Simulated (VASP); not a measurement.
# TaN (Fm-3m) in VASP: relaxation of cell and atoms with PBE

Aim: the relaxation of cell and atoms of TaN with PBE.

All numbers are computed with VASP 6.6.1; they aren't measurements. Logs are shortened: lines on timing, memory, paths and dates and some standing lists are left out, and cuts for length are marked.

### Step 1. The crystal as given

The structure is cubic, space group Fm-3m (No. 225). Conventional cell: a = 4.400 Å, b = 4.400 Å, c = 4.400 Å, α = 90.00°, β = 90.00°, γ = 90.00°. Ta (site symmetry m-3m) has 6 N at 2.20 Å as nearest neighbours. Around N (site symmetry m-3m) lie 6 Ta at 2.20 Å.

The cell was built by a generator and needn't be a form met in nature.

### Step 2. Relaxation of cell and atoms, PBE

INCAR reads:

```
SYSTEM = TaN
  ALGO = Fast
  EDIFF = 1E-6
  EDIFFG = -0.01
  ENCUT = 600
  GGA = PE
  IBRION = 2
  ISIF = 3
  ISMEAR = 1
  KPAR = 4
  LASPH = .TRUE.
  LCHARG = .FALSE.
  LREAL = .FALSE.
  LWAVE = .FALSE.
  NELM = 80
  NSW = 40
  PREC = Accurate
  SIGMA = 0.2
```

KPOINTS reads:

```
k-points
0
G
  16 16 16
  0 0 0
```

POSCAR reads:

```
TaN
1.0
    0.0000000000      2.2000000000      2.2000000000
    2.2000000000      0.0000000000      2.2000000000
    2.2000000000      2.2000000000      0.0000000000
Ta N
1 1
Direct
    0.0000000000      0.0000000000      0.0000000000
    0.5000000000      0.5000000000      0.5000000000
```

Potentials or basis: VASP PAW PBE potentials, release 64 (Ta_pv, N).

Started as:

```sh
$ cat potpaw_PBE.64/Ta_pv/POTCAR potpaw_PBE.64/N/POTCAR > POTCAR
$ mpirun -np 4 vasp_std > vasp.out
```

OUTCAR:

```text
SYSTEM = TaN
   EDIFF = 1E-6
   EDIFFG = -0.01
   ENCUT = 600
   GGA = PE
   IBRION = 2
   ISIF = 3
   ISMEAR = 1
   LASPH = .TRUE.
   LREAL = .FALSE.
   NELM = 80
   NSW = 40
   PREC = Accurate

 ion  position               nearest neighbor table
   1  0.000  0.000  0.000-   2 2.20   2 2.20   2 2.20   2 2.20   2 2.20   2 2.20
   2  0.500  0.500  0.500-   1 2.20   1 2.20   1 2.20   1 2.20   1 2.20   1 2.20

  LATTYP: Found a face centered cubic cell.
 ALAT       =     4.4000000000

  Lattice vectors:

 A1 = (   0.0000000000,   2.2000000000,   2.2000000000)
 A2 = (   2.2000000000,   0.0000000000,   2.2000000000)
 A3 = (   2.2000000000,   2.2000000000,   0.0000000000)

Analysis of symmetry for initial positions (statically):
=====================================================================
 Subroutine PRICEL returns:
 Original cell was already a primitive cell.

 Routine SETGRP: Setting up the symmetry group for a
 face centered cubic supercell.

 Subroutine GETGRP returns: Found 48 space group operations
 (whereof 48 operations were pure point group operations)
 out of a pool of 48 trial point group operations.

The static configuration has the point symmetry O_h .

Analysis of symmetry for dynamics (positions and initial velocities):
=====================================================================
 Subroutine PRICEL returns:
 Original cell was already a primitive cell.

 Routine SETGRP: Setting up the symmetry group for a
 face centered cubic supercell.

 Subroutine GETGRP returns: Found 48 space group operations
 (whereof 48 operations were pure point group operations)
 out of a pool of 48 trial point group operations.

The dynamic configuration has the point symmetry O_h .

 Subroutine INISYM returns: Found 48 space group operations
 (whereof 48 operations are pure point group operations),
 and found     1 'primitive' translations

----------------------------------------------------------------------------------------

                                     Primitive cell

  volume of cell :      21.2960

  direct lattice vectors                    reciprocal lattice vectors
     0.000000000  2.200000000  2.200000000    -0.227272727  0.227272727  0.227272727
     2.200000000  0.000000000  2.200000000     0.227272727 -0.227272727  0.227272727
     2.200000000  2.200000000  0.000000000     0.227272727  0.227272727 -0.227272727

  length of vectors
     3.111269837  3.111269837  3.111269837     0.393647911  0.393647911  0.393647911

  position of ions in fractional coordinates (direct lattice)
     0.000000000  0.000000000  0.000000000
     0.500000000  0.500000000  0.500000000

  ion indices of the primitive-cell ions
   primitive index   ion index
                 1           1
                 2           2

----------------------------------------------------------------------------------------

 KPOINTS: k-points

Automatic generation of k-mesh.
 Grid dimensions read from file:
 generate k-points for:   16   16   16

 Generating k-lattice:

  Cartesian coordinates                     Fractional coordinates (reciprocal lattice)
    -0.014204545  0.014204545  0.014204545     0.062500000  0.000000000  0.000000000
     0.014204545 -0.014204545  0.014204545     0.000000000  0.062500000  0.000000000
     0.014204545  0.014204545 -0.014204545     0.000000000  0.000000000  0.062500000

  Length of vectors
     0.024602994  0.024602994  0.024602994

  Shift w.r.t. Gamma in fractional coordinates (k-lattice)
     0.000000000  0.000000000  0.000000000

 Subroutine IBZKPT returns following result:
 ===========================================

 Found    145 irreducible k-points:

 Following reciprocal coordinates:
            Coordinates               Weight
  0.000000  0.000000  0.000000      1.000000
  0.062500  0.000000  0.000000      8.000000
  0.125000  0.000000  0.000000      8.000000
  0.187500  0.000000  0.000000      8.000000
  0.250000  0.000000  0.000000      8.000000
  0.312500  0.000000  0.000000      8.000000
[... 16 lines left out ...]
 -0.125000  0.062500  0.000000     24.000000
 -0.062500  0.062500  0.000000     12.000000
 [... further k-points ...]
   k-points           NKPTS =    145   k-points in BZ     NKDIM =    145   number of bands    NBANDS=     12
   number of dos      NEDOS =    301   number of ions     NIONS =      2
   total plane-waves  NPLWV =  21952
   dimension x,y,z NGX =    28 NGY =   28 NGZ =   28
   dimension x,y,z NGXF=    56 NGYF=   56 NGZF=   56
   ions per type =               1   1
   NGX,Y,Z   is equivalent  to a cutoff of  14.96, 14.96, 14.96 a.u.
   NGXF,Y,Z  is equivalent  to a cutoff of  29.92, 29.92, 29.92 a.u.
 SYSTEM =  TaN
   PREC   = accura    normal or accurate (medium, high low for compatibility)
   ISTART =      0    job   : 0-new  1-cont  2-samecut
   ICHARG =      2    charge: 1-file 2-atom 10-const
   ISPIN  =      1    spin polarized calculation?
   LNONCOLLINEAR =      F non collinear calculations
   LSORBIT =      F    spin-orbit coupling
   LASPH  =      T    aspherical Exc in radial PAW
   ENCUT  =  600.0 eV  44.10 Ry    6.64 a.u.   6.21  6.21  6.21*2*pi/ulx,y,z
   NELM   =     80;   NELMIN=  2; NELMDL= -5     # of ELM steps
   EDIFF  = 0.1E-05   stopping-criterion for ELM
   LREAL  =      F    real-space projection
   EDIFFG = -.1E-01   stopping-criterion for IOM
   NSW    =     40    number of steps for IOM
   IBRION =      2    ionic relax: 0-MD 1-quasi-New 2-CG
   NFREE  =      1    steps in history (QN), initial steepest desc. (CG)
   ISIF   =      3    stress and relaxation
   ISYM   =      2    0-nonsym 1-usesym 2-fastsym
   POTIM  = 0.5000    time-step for ionic-motion
   TEBEG  =    0.0;   TEEND  =   0.0 temperature during run
   PSTRESS=    0.0 pullay stress
   NELECT =      16.0000    total number of electrons
   NUPDOWN=      -1.0000    fix difference up-down
   EMIN   =  10.00;   EMAX   =-10.00  energy-range for DOS
   EFERMI =   0.00;   METHOD = LEGACY
   ISMEAR =     1;   SIGMA  =   0.20  broadening in eV -4-tet -1-fermi 0-gaus
   EFERMI_NEDOS =   21; number of points for ismear=-14 and -15
   IALGO  =     68    algorithm
   IMIX   =      4    mixing-type and parameters
     AMIX     =   0.40;   BMIX     =  1.00
     AMIX_MAG =   1.60;   BMIX_MAG =  1.00
  volume/ion in A,a.u.               =      10.65        71.86
  Fermi-wavevector in a.u.,A,eV,Ry     =   1.488271  2.812425 30.136250  2.214952
  Thomas-Fermi vector in A             =   2.601327
   LORBIT       =      0    0 simple, 1 ext, 2 COOP (PROOUT), +10 PAW based schemes
   GGA     = PE    functional components
   LHFCALC =     F    Hartree Fock is set to
   AEXX    =    0.0000 exact exchange contribution
   IVDW    =     0    specifies the selected vdW correction
   LEPSILON=     F    determine dielectric tensor
   LRPA    =     F    only Hartree local field effects (RPA)
 conjugate gradient relaxation of ions
 non-spin polarized calculation
 RMM-DIIS sequential band-by-band and
 Methfessel and Paxton  Order N= 1 SIGMA  =   0.20
  energy-cutoff  :      600.00
  volume of cell :       21.30
 maximum number of plane-waves:       725
 NGX is ok and might be reduce to    28
   NGX = 13   NGY = 13   NGZ = 13

--------------------------------------- Ionic step        1  -------------------------------------------

 number of electron      15.9999999 magnetization

 Free energy of the ion-electron system (eV)
  ---------------------------------------------------
  ext. energy  EPLUGINS =         0.00000000
  ---------------------------------------------------
  free energy    TOTEN  =       -21.82230563 eV

  energy without entropy =      -21.81994313  energy(sigma->0) =      -21.82151813

------------------------ aborting loop because EDIFF is reached ----------------------------------------

  FORCE on cell =-STRESS in cart. coord.  units (eV):
  Direction    XX          YY          ZZ          XY          YZ          ZX
  --------------------------------------------------------------------------------------
  -------------------------------------------------------------------------------------
  Total        0.6220479      0.6220479      0.6220479     -0.0000000     -0.0000000      0.0000000
  in kB       46.7989755     46.7989755     46.7989755     -0.0000000     -0.0000000      0.0000000
  external PRESSURE =      46.7989755 kB  Pullay stress =       0.0000000 kB
[... 57 lines left out ...]
  energy  without entropy=      -21.8035065790  energy(sigma->0) =      -21.80503602

--------------------------------------- Ionic step        3  -------------------------------------------

 number of electron      15.9999999 magnetization

 Free energy of the ion-electron system (eV)
  ---------------------------------------------------
  ext. energy  EPLUGINS =         0.00000000
  ---------------------------------------------------
  free energy    TOTEN  =       -21.82656235 eV

  energy without entropy =      -21.82421470  energy(sigma->0) =      -21.82577980

 E-fermi :   9.3652     XC(G=0): -13.3524

 val. band max:        9.3562167827   @ k =  -0.2500   0.3750   0.1250
 cond. band min:       9.3699450523   @ k =  -0.3125   0.3125   0.1250
 fundamental gap:      0.0137282696
 Fermi energy:         9.3652245656

 k-point     1 :       0.0000    0.0000    0.0000
  band No.  band energies     occupation
      1     -26.4341      2.00000
      2     -26.4341      2.00000
      3     -26.4341      2.00000
      4      -9.3645      2.00000
      5       5.5902      2.00000
      6       5.5902      2.00000
      7       5.5902      2.00000
      8       7.3087      2.00000
      9       7.3087      2.00000
     10       7.3087      2.00000
     11       9.4329      0.46186
     12      10.7597     -0.00000
[... 331 lines left out ...]
 k-point    24 :      -0.0625    0.0625    0.0000
  band No.  band energies     occupation
      1     -26.5126      2.00000
      2     -26.4550      2.00000
      3     -26.4362      2.00000
      4      -9.1241      2.00000
      5       4.3949      2.00000
      6       4.7229      2.00000
      7       5.0583      2.00000
      8       7.4800      2.00000
      9       7.6895      2.00000
     10       7.9941      2.00000
     11       9.8299     -0.00491
     12      11.5829     -0.00000

 [... further k-points ...]
[... 5 lines left out ...]
  --------------------------------------------------------------------------------------
  -------------------------------------------------------------------------------------
  Total       -0.0114563     -0.0114563     -0.0114563      0.0000000      0.0000000      0.0000000
  in kB       -0.8500118     -0.8500118     -0.8500118      0.0000000      0.0000000      0.0000000
  external PRESSURE =      -0.8500118 kB  Pullay stress =       0.0000000 kB
[... 17 lines left out ...]
  FREE ENERGIE OF THE ION-ELECTRON SYSTEM (eV)
  ---------------------------------------------------
  free  energy   TOTEN  =       -21.8265623521 eV

  energy  without entropy=      -21.8242146967  energy(sigma->0) =      -21.82577980

 reached required accuracy - stopping structural energy minimisation
```

It took 62 s on 4 MPI ranks of AMD EPYC 7R43 (Zen 3), shared host; peak memory 0.16 GiB.

Results:

```
Free energy                            : -21.8266 eV
Relaxed volume                         : 10.80 Å³/atom
Relaxed cell                           : a = 3.126 Å, b = 3.126 Å, c = 3.126 Å, α = 60.00°, β = 60.00°, γ = 60.00°
Space group after relaxing (to 0.05 Å) : Fm-3m (No. 225)
Energy gained by relaxing              : 2.1 meV/atom
Ionic steps                            : 3
Pressure after relaxing                : -0.1 GPa
Band gap on the k mesh                 : none (metal or under the smearing width)
```

Step by step:
```csv
step,energy change (eV),largest force (eV/Å),pressure (GPa),volume (Å³)
1,0.0000,0.0000,4.68,21.30
2,0.0165,0.0000,-9.52,22.27
3,-0.0043,0.0000,-0.09,21.59
```

Final structure:
```xyz
2
Lattice="0.0000 2.2102 2.2102 2.2102 0.0000 2.2102 2.2102 2.2102 0.0000" Properties=species:S:1:pos:R:3 pbc="T T T"
Ta    0.0000    0.0000    0.0000
N     2.2102    2.2102    2.2102
```

Spin-orbit coupling is left out, which matters for the levels of Ta.
